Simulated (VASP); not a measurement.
**MgO: band structure with PBE**

Crystal: MgO.

```
Mg O
1.0
     0.00000    2.12353    2.12353
     2.12353    0.00000    2.12353
     2.12353    2.12353    0.00000
Mg O
1 1
Direct
  0.00000 0.00000 0.00000
  0.50000 0.50000 0.50000
```

- Program: VASP 6.6.1
- Task: band structure
- Functional: PBE
- Potentials or basis: VASP PAW PBE potentials, release 64 (Mg, O)
- Cutoff: 520 eV
- k mesh: 4 × 4 × 4
- Occupations: gaussian, width 0.02 eV
- Spin: no spin polarisation
- Further INCAR settings: ALGO = Normal; EDIFF = 1e-07; NBANDS = 11

* Band gap on the k mesh: 4.48 eV, direct
* Band gap along the path: 4.48 eV, direct

Levels at the corners of the path, in eV from the valence-band top:
```tsv
point	band 2	band 3	band 4	band 5	band 6	band 7
Γ	0.00	0.00	0.00	4.48	15.65	15.65
X	-3.99	-1.32	-1.32	9.08	9.69	12.83
X	-3.99	-1.32	-1.32	9.08	9.69	12.83
W	-2.88	-2.88	-1.73	11.47	11.47	11.86
W	-2.88	-2.88	-1.73	11.47	11.47	11.86
K	-3.41	-2.65	-1.11	9.96	11.48	12.30
K	-3.41	-2.65	-1.11	9.96	11.48	12.30
Γ	0.00	0.00	0.00	4.48	15.65	15.65
Γ	0.00	0.00	0.00	4.48	15.65	15.65
L	-4.51	-0.63	-0.63	7.73	12.32	16.04
L	-4.51	-0.63	-0.63	7.73	12.32	16.04
U	-3.41	-2.65	-1.11	9.96	11.48	12.30
U	-3.41	-2.65	-1.11	9.96	11.48	12.30
W	-2.88	-2.88	-1.73	11.47	11.47	11.86
W	-2.88	-2.88	-1.73	11.47	11.47	11.86
L	-4.51	-0.63	-0.63	7.73	12.32	16.04
L	-4.51	-0.63	-0.63	7.73	12.32	16.04
K	-3.41	-2.65	-1.11	9.96	11.48	12.30
U	-3.41	-2.65	-1.11	9.96	11.48	12.30
X	-3.99	-1.32	-1.32	9.08	9.69	12.83
```

Wall time 8.4 s on 1 thread of Intel(R) Xeon(R) 6975P-C (Granite Rapids) (shared host), peak memory 0.17 GiB.

Caveat: the k mesh is coarse (spacing up to 0.64 Å⁻¹), so the values aren't converged; the log is that of the step along the path at fixed density, whose energy, stress, charges and moments have no meaning. A hybrid or GW would open this gap; PBE tends to underestimate it.
